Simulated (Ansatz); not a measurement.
The following input was run with Ansatz 0.2.0.

```yaml
crystal:
  lattice:
    - [6.149999341, 0.0, 0.0]
    - [0.0, 8.6974124766, 0.0]
    - [0.0, 0.0, 25.969499341]
  atoms:
    - { symbol: Si, position: [0.25, 0.75, 0.3080536861] }
    - { symbol: Si, position: [0.25, 0.25, 0.3080536861] }
    - { symbol: Si, position: [0.75, 0.75, 0.3080536861] }
    - { symbol: Si, position: [0.75, 0.25, 0.3080536861] }
    - { symbol: C, position: [0.5, 0.125, 0.3080536861] }
    - { symbol: C, position: [0.5, 0.625, 0.3080536861] }
    - { symbol: C, position: [0.0, 0.125, 0.3080536861] }
    - { symbol: C, position: [0.0, 0.625, 0.3080536861] }
    - { symbol: Si, position: [0.5, 0.5, 0.3672577476] }
    - { symbol: Si, position: [0.5, 0.0, 0.3672577476] }
    - { symbol: Si, position: [0.0, 0.5, 0.3672577476] }
    - { symbol: Si, position: [0.0, 0.0, 0.3672577476] }
    - { symbol: C, position: [0.75, 0.875, 0.3672577476] }
    - { symbol: C, position: [0.75, 0.375, 0.3672577476] }
    - { symbol: C, position: [0.25, 0.875, 0.3672577476] }
    - { symbol: C, position: [0.25, 0.375, 0.3672577476] }
    - { symbol: Si, position: [0.7500113033, 0.2467122454, 0.4262540407] }
    - { symbol: Si, position: [0.7500079529, 0.745659411, 0.4257734746] }
    - { symbol: Si, position: [0.2500103985, 0.2460266538, 0.4258438817] }
    - { symbol: Si, position: [0.2500073483, 0.7456310434, 0.4257557194] }
    - { symbol: C, position: [4.36364e-05, 0.6214377298, 0.4272225357] }
    - { symbol: C, position: [-0.0001764695, 0.1222992962, 0.4270597704] }
    - { symbol: C, position: [0.4999731221, 0.6214410091, 0.427219508] }
    - { symbol: C, position: [0.5001957331, 0.122298883, 0.4270597324] }
    - { symbol: Si, position: [5.36376e-05, -0.0011904328, 0.4877805457] }
    - { symbol: Si, position: [-0.000168236, 0.4978586043, 0.4881221342] }
    - { symbol: Si, position: [0.499952032, -0.0011817593, 0.4877859202] }
    - { symbol: Si, position: [0.5002058313, 0.4978605592, 0.4881141757] }
    - { symbol: C, position: [0.2500216996, 0.3750782985, 0.4863893777] }
    - { symbol: C, position: [0.2500107837, 0.8761649407, 0.485604336] }
    - { symbol: C, position: [0.7500200364, 0.3749470514, 0.4866345607] }
    - { symbol: C, position: [0.750003932, 0.876208791, 0.4857798527] }
    - { symbol: Si, position: [0.2500287843, 0.7242911613, 0.5351189918] }
    - { symbol: Si, position: [0.2500802154, 0.2205172622, 0.5355273231] }
    - { symbol: Si, position: [0.750009474, 0.724087656, 0.5352232433] }
    - { symbol: Si, position: [0.7499400205, 0.2276302568, 0.5384359493] }
    - { symbol: C, position: [0.5006255068, 0.1232521631, 0.5458812581] }
    - { symbol: C, position: [0.4998047257, 0.6262527036, 0.5457839199] }
    - { symbol: C, position: [-0.0005959497, 0.1232920256, 0.5458588085] }
    - { symbol: C, position: [0.0002389002, 0.6262825736, 0.5457909865] }
basis:
  ecutwfc: 420
kpoints:
  mp_grid: { grid: [3, 2, 1] }
hamiltonian:
  xc: pbe
  dispersion: d3bj
scf:
  occupations: { method: gaussian, width: 0.05 }
output:
  forces: true
  eigenvalues: true
  write_density: true
  volumetric_format: npy
efield:
  axis: 3
  dipole_correction: true
  ramp_width: 0.04
```

Command:
```bash
ansatz run input.yaml --threads 4 --pin off --max-ram 10240MiB --backend cpu --events-out ev --progress --plain --runs-dir out
```

The calculation used Ansatz, DFT PBE+D3(BJ), scalar-relativistic, plane waves, PAW.

Part of what the program printed, abridged:

```
Pseudopotentials: kind: paw
Pseudopotential: Si, paw, valence charge 4, recommended cutoff 420 eV (normal)
Pseudopotential: C, paw, valence charge 4, recommended cutoff 420 eV (normal)
Functional definition: PBE
Crystal: 40 atoms, lattice volume = 1389.085 Å³
Basis set: ecut = 420 eV, 27147 PW (Γ), exchange–correlation on 90×120×360 points (8 copies of the dense FFT grid, shifted against one another)
Bands: 120, of which v1, the nominal top of the filled ones, is band 80 counted from 1 (79 counted from 0)
Symmetry: 1 space group operations
Space group: P1 (ITA 1), of the structure as read, at distance tolerance 1.1e-4 Å
k-points: 4 of 6 (time reversal used)
Initial density: superposition of atomic densities (neutral atoms: chi_scale 0, normalization atom), corrected by the library's trained network
Initial wavefunctions: pseudopotential atomic-orbital guess
Functional: x = pbe(κ = 0.804, μ = 0.21951497), c = pbe(β = 0.06672455)
SCF iter   1: F=—  HF=-17730.085541 eV  |F-HF|=—  |Δ(HF+E_count)|=         —  Δρ=5.00e-3  dr2=9.09e-1  ethr=1.77e-3  p=0.050 e·Å  D=6.47e-3 V/Å  ΔV_dip=-0.17 eV  dr2_dipole=1.38e-1  V_vac-E_F(+/−)=4.97/5.14 eV  ⟨swp⟩=9.2  Hψ=3045  notcnv=0  defer=79
efield: sawtooth ramp at fractional position 0.9070 (placed from the atoms, in the widest stretch of the axis that holds none; the zero of the levels goes with the place), width 0.0400; the density the first Hamiltonian is built on has a dipole p = 0.050 e·Å; the dipole correction subtracts the counter field D = 6.47e-3 V/Å, which shifts the + side's vacuum level by -0.17 eV against the − side's; the planar-averaged density in the ramp window peaks in size at 9.3e-7 e/Å³
SCF iter   2: F=—  HF=-17730.035659 eV  |F-HF|=—  |Δ(HF+E_count)|=   4.99e-2  Δρ=4.21e-3  dr2=6.23e-1  ethr=5.68e-4  p=-0.101 e·Å  D=-1.32e-2 V/Å  ΔV_dip=0.34 eV  dr2_dipole=4.84e-2  V_vac-E_F(+/−)=5.12/4.78 eV  ⟨swp⟩=3.2  Hψ=805  notcnv=0  defer=131
SCF iter   3: F=—  HF=-17729.951987 eV  |F-HF|=—  |Δ(HF+E_count)|=   8.37e-2  Δρ=1.15e-3  dr2=6.93e-2  ethr=3.90e-4  p=-0.035 e·Å  D=-4.54e-3 V/Å  ΔV_dip=0.12 eV  dr2_dipole=1.81e-2  V_vac-E_F(+/−)=5.10/4.99 eV  ⟨swp⟩=2.2  Hψ=546  notcnv=0  defer=131
SCF iter   4: F=—  HF=-17729.948151 eV  |F-HF|=—  |Δ(HF+E_count)|=   3.84e-3  Δρ=3.25e-4  dr2=2.97e-3  ethr=4.33e-5  p=-0.056 e·Å  D=-7.27e-3 V/Å  ΔV_dip=0.19 eV  dr2_dipole=1.85e-4  V_vac-E_F(+/−)=5.16/4.97 eV  ⟨swp⟩=2.2  Hψ=626  notcnv=0  defer=131
SCF iter   5: F=—  HF=-17729.947906 eV  |F-HF|=—  |Δ(HF+E_count)|=   2.45e-4  Δρ=1.99e-4  dr2=9.66e-4  ethr=1.86e-6  p=-0.058 e·Å  D=-7.50e-3 V/Å  ΔV_dip=0.19 eV  dr2_dipole=9.56e-6  V_vac-E_F(+/−)=5.17/4.97 eV  ⟨swp⟩=2.0  Hψ=651  notcnv=0  defer=131
SCF iter   6: F=—  HF=-17729.947888 eV  |F-HF|=—  |Δ(HF+E_count)|=   1.77e-5  Δρ=8.22e-5  dr2=2.81e-4  ethr=6.04e-7  p=-0.056 e·Å  D=-7.32e-3 V/Å  ΔV_dip=0.19 eV  dr2_dipole=4.56e-5  V_vac-E_F(+/−)=5.17/4.98 eV  ⟨swp⟩=3.0  Hψ=635  notcnv=0  defer=131
SCF iter   7: F=—  HF=-17729.947896 eV  |F-HF|=—  |Δ(HF+E_count)|=   8.07e-6  Δρ=3.35e-5  dr2=1.27e-4  ethr=1.76e-7  p=-0.056 e·Å  D=-7.30e-3 V/Å  ΔV_dip=0.19 eV  dr2_dipole=4.45e-5  V_vac-E_F(+/−)=5.17/4.98 eV  ⟨swp⟩=3.0  Hψ=599  notcnv=0  defer=131
SCF iter   8: F=—  HF=-17729.947898 eV  |F-HF|=—  |Δ(HF+E_count)|=   2.08e-6  Δρ=1.77e-5  dr2=1.47e-5  ethr=7.95e-8  p=-0.057 e·Å  D=-7.37e-3 V/Å  ΔV_dip=0.19 eV  dr2_dipole=3.41e-6  V_vac-E_F(+/−)=5.17/4.98 eV  ⟨swp⟩=1.0  Hψ=349  notcnv=0  defer=131
SCF iter   9: F=—  HF=-17729.947568 eV  |F-HF|=—  |Δ(HF+E_count)|=   3.30e-4  Δρ=7.69e-6  dr2=1.53e-6  ethr=9.22e-9  p=-0.057 e·Å  D=-7.40e-3 V/Å  ΔV_dip=0.19 eV  dr2_dipole=4.57e-8  V_vac-E_F(+/−)=5.17/4.98 eV  ⟨swp⟩=2.2  Hψ=728  notcnv=0  defer=131
SCF iter  10: F=—  HF=-17729.947569 eV  |F-HF|=—  |Δ(HF+E_count)|=   8.89e-7  Δρ=2.92e-6  dr2=3.85e-7  ethr=9.54e-10  p=-0.057 e·Å  D=-7.40e-3 V/Å  ΔV_dip=0.19 eV  dr2_dipole=8.44e-8  V_vac-E_F(+/−)=5.17/4.98 eV  ⟨swp⟩=2.2  Hψ=667  notcnv=0  defer=131
SCF iter  11: F=-17729.947569 eV  HF=-17729.947569 eV  |F-HF|=8.80e-8  |Δ(HF+E_count)|=   1.66e-7  Δρ=1.16e-6  dr2=3.19e-8  ethr=6.25e-11  p=-0.057 e·Å  D=-7.41e-3 V/Å  ΔV_dip=0.19 eV  dr2_dipole=1.28e-9  V_vac-E_F(+/−)=5.17/4.98 eV  ⟨swp⟩=33.0  Hψ=4766  notcnv=0
SCF 1 converged in 11 iterations: F = -17729.947569 eV  dr2 = 3.19e-8
SCF converged after 11 iterations
Free energy (F): -17729.947569 eV
Harris-Foulkes:  -17729.947569 eV  (|F-HF|=8.80e-8)
Internal energy: -17729.930901 eV  (E = F + TS)
E sigma→0 (E₀):  -17729.939235 eV
Entropy (-TS):   -0.016669 eV (-0.417 meV/atom)
Fermi energy:    -0.514328 eV
Dipole field:    D = -0.007430 V/Å  (p = -0.057034 e·Å, saw-weighted, corrected)
Work function:   Φ+ = 5.1726 eV   Φ− = 4.9796 eV
Levels:          The Fermi level and band energies are counted from a zero that moves with the ramp; work functions are not
--- Per-component energies (eV) ---
  E_band       = -1091.779631
  E_kinetic    = 2662.221220
  E_local      = -95741.923356  (includes V_loc(G=0)·N_el)
  E_nonlocal   = 1039.330701
  E_hartree    = 46641.415462
  E_xc         = -2087.011193
  E_vxc        = -2155.614568  (∫ρ·V_xc dr)
  E_paw        = -12236.695750  (= ΣΔE_a)
  E_vpaw       = -178.570508  (= ΣTr[D̂ρ^β])
  E_aug_tail   = 0.000263  (compensation charges beyond the density's cutoff)
  E_efield     = 0.000212  (sawtooth field / dipole correction)
  E_vefield    = -0.030592  (∫n·V_field dr)
  E_ewald      = 42001.965111
  E_disp       = -9.233570  (pairwise vdW)
  E_smearing   = -0.016669  (= −TS)
--- Forces (eV/Å), atoms counted from 1 ---
  atom   1  Si     0.00011346    -2.86117387     1.62848363
  atom   2  Si    -0.00000836    -2.86726747     1.63660391
  atom   3  Si     0.00000270    -2.86176629     1.63410109
  atom   4  Si     0.00011557    -2.86128613     1.65408737
  atom   5  C     -0.00374332     1.82961816    -0.55270726
  atom   6  C     -0.00094276     1.83675694    -0.55160311
  atom   7  C      0.00365624     1.82983097    -0.55295432
  atom   8  C      0.00084700     1.83671853    -0.55142168
  atom   9  Si     0.00223105     0.28772764    -0.78427090
  atom  10  Si     0.01741182     0.33651802    -0.76928494
  atom  11  Si    -0.00194853     0.28780554    -0.78373048
  atom  12  Si    -0.01705674     0.33689763    -0.76922389
  atom  13  C      0.00023587     0.70213693    -0.32747292
  atom  14  C      0.00017493     0.73235615    -0.23202435
  atom  15  C      0.00003231     0.70951029    -0.33171318
  atom  16  C      0.00011499     0.74286307    -0.33141178
  atom  17  Si     0.00025054    -0.14245837    -0.03019139
  atom  18  Si    -0.00027776     0.01451260     0.04089620
  atom  19  Si    -0.00054609     0.00963382     0.02841960
  atom  20  Si     0.00020701    -0.00260646    -0.00228094
  atom  21  C     -0.01041801    -0.00618810    -0.04844873
  atom  22  C      0.00484559     0.01155331     0.00258486
  atom  23  C      0.01018656    -0.00585247    -0.04881058
  atom  24  C     -0.00506411     0.01224209     0.00488072
  atom  25  Si    -0.17733979    -0.02249366    -0.00653134
  atom  26  Si     0.04997334     0.10338159     0.09734593
  atom  27  Si     0.17896879    -0.02517693    -0.01012650
  atom  28  Si    -0.04984893     0.10298495     0.09645802
  atom  29  C      0.00123588    -0.01716235    -0.01045790
  atom  30  C      0.00018834     0.07220172     0.04411568
  atom  31  C     -0.00230068     0.15024083     0.09419903
  atom  32  C     -0.00066917    -0.00123738    -0.04964631
  atom  33  Si    -0.00096351    -0.07495096     0.16971492
  atom  34  Si    -0.01291376     0.13771532     0.10690762
  atom  35  Si     0.00135240    -0.05302548     0.12648216
  atom  36  Si     0.01393285    -0.68859205    -0.57332919
  atom  37  C      0.11719821     0.26965527     0.08851352
  atom  38  C      0.03452792    -0.06740706    -0.11157639
  atom  39  C     -0.11843764     0.27543303     0.08934486
  atom  40  C     -0.03532505    -0.06970158    -0.11373823
--- Band table (eV) ---
  k-point 0: bands = ["-16.4295", "-15.1928", "-14.9506", "-14.7723", "-13.9193", "-13.6908", "-13.5331", "-13.2953", "-13.2690", "-12.9856", "-12.7844", "-12.7124", "-12.5757", "-12.1641", "-12.0767", "-11.8376", "-11.6957", "-11.4834", "-11.0640", "-10.8039", "-9.8569", "-9.4361", "-8.9161", "-8.8686", "-8.7482", "-8.7378", "-8.5354", "-8.4123", "-8.0569", "-7.9742", "-7.8157", "-7.7455", "-7.1971", "-7.1754", "-6.5858", "-6.5626", "-6.2567", "-5.9912", "-5.7927", "-5.7555", "-5.6398", "-5.3598", "-5.2235", "-5.1664", "-5.0255", "-4.9988", "-4.6796", "-4.5784", "-4.3516", "-4.3486", "-4.2524", "-3.9922", "-3.9493", "-3.7535", "-3.7010", "-3.5349", "-3.5296", "-3.4997", "-3.4128", "-3.3099" ...
  k-point 1: bands = ["-16.0391", "-16.0196", "-14.8378", "-14.8256", "-13.3119", "-13.2835", "-13.1509", "-13.1492", "-13.0761", "-13.0660", "-13.0385", "-13.0332", "-12.3982", "-12.3836", "-12.2981", "-12.2970", "-11.9046", "-11.8979", "-10.9494", "-10.9486", "-8.9329", "-8.9141", "-8.5853", "-8.5428", "-8.5295", "-8.5272", "-8.5256", "-8.5162", "-8.1288", "-8.1201", "-8.1061", "-8.1043", "-7.9705", "-7.9652", "-7.2247", "-7.2112", "-5.6394", "-5.6053", "-5.3689", "-5.3385", "-5.2396", "-5.2309", "-4.9766", "-4.9694", "-4.7472", "-4.7389", "-4.7170", "-4.7011", "-4.5469", "-4.5100", "-4.1197", "-4.1000", "-4.0536", "-4.0380", "-3.7705", "-3.7570", "-3.5114", "-3.4725", "-3.3131", "-3.3093" ...
  k-point 2: bands = ["-16.0689", "-15.0183", "-14.8414", "-14.6187", "-14.4448", "-13.8293", "-13.7198", "-13.6113", "-13.5518", "-13.3604", "-12.9418", "-12.7957", "-12.4624", "-12.3936", "-12.0919", "-11.8315", "-11.6598", "-11.5293", "-11.3218", "-11.1175", "-8.6298", "-8.6087", "-8.5292", "-8.4096", "-8.2336", "-8.2105", "-8.1488", "-7.9598", "-7.9202", "-7.7238", "-7.5354", "-7.3428", "-6.7319", "-6.5418", "-6.4835", "-6.2492", "-6.1344", "-6.0172", "-5.9729", "-5.8770", "-5.8134", "-5.7943", "-5.6192", "-5.3742", "-5.2122", "-5.1500", "-4.9921", "-4.9146", "-4.7238", "-4.6655", "-4.4357", "-4.3758", "-4.3327", "-4.2658", "-4.2101", "-3.8672", "-3.8478", "-3.6700", "-3.6559", "-3.6291" ...
  k-point 3: bands = ["-15.6848", "-15.6654", "-14.6633", "-14.6437", "-14.4933", "-14.4811", "-13.5149", "-13.5030", "-12.8639", "-12.8637", "-12.7534", "-12.7482", "-12.3927", "-12.3860", "-12.0204", "-12.0191", "-11.9722", "-11.9667", "-11.3904", "-11.3884", "-8.9413", "-8.9226", "-8.3197", "-8.2926", "-8.2239", "-8.2073", "-7.9519", "-7.9382", "-7.6533", "-7.6420", "-7.3650", "-7.3555", "-6.9618", "-6.9568", "-6.5346", "-6.5307", "-6.0967", "-6.0825", "-5.6980", "-5.6726", "-5.6649", "-5.6568", "-5.3662", "-5.3412", "-5.2001", "-5.1811", "-5.0449", "-5.0373", "-4.4777", "-4.4645", "-4.2560", "-4.2532", "-4.1369", "-4.1260", "-3.9280", "-3.9263", "-3.8363", "-3.8343", "-3.8169", "-3.8091" ...
```

The run converged.

The run took 21 s on 4 threads of AMD EPYC 7R43 64-Core Processor (Zen 3), on a shared host, peak memory 2.8 GiB.